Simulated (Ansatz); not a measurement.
## ZrN: equation of state with LDA

The system is ZrN.

```
Zr N
1.0
     0.00000    2.30000    2.30000
     2.30000    0.00000    2.30000
     2.30000    2.30000    0.00000
Zr N
1 1
Direct
  0.50000 0.50000 0.50000
  0.00000 0.00000 0.00000
```

| Item | Value |
| --- | --- |
| Program | Ansatz 0.2.0 |
| Task | equation of state |
| Functional | LDA |
| Potentials or basis | Ansatz PAW |
| Cutoff | 420 eV |
| Density cutoff | 1680 eV |
| k mesh | 10 × 10 × 10 |
| Occupations | fermi-dirac, width 0.05 eV |
| Spin | no spin polarisation |

| Property | Result |
| --- | --- |
| Equilibrium volume | 11.58 Å³/atom |
| Bulk modulus | 284 GPa |
| Pressure derivative of the bulk modulus | 4.4 |

Energy against volume, from the lowest point:
| volume (Å³/atom) | energy (meV/atom) |
| --- | --- |
| 11.437 | 0.83 |
| 11.680 | 0.00 |
| 11.924 | 7.89 |
| 12.167 | 23.47 |
| 12.410 | 45.98 |
| 12.654 | 74.74 |
| 12.897 | 108.95 |

All runs of the series together: 4.3 s on 2 threads of Arm Neoverse V2, on a shared host.

LDA usually gives volumes a few per cent too small. Zero-point motion and thermal expansion aren't in these numbers.
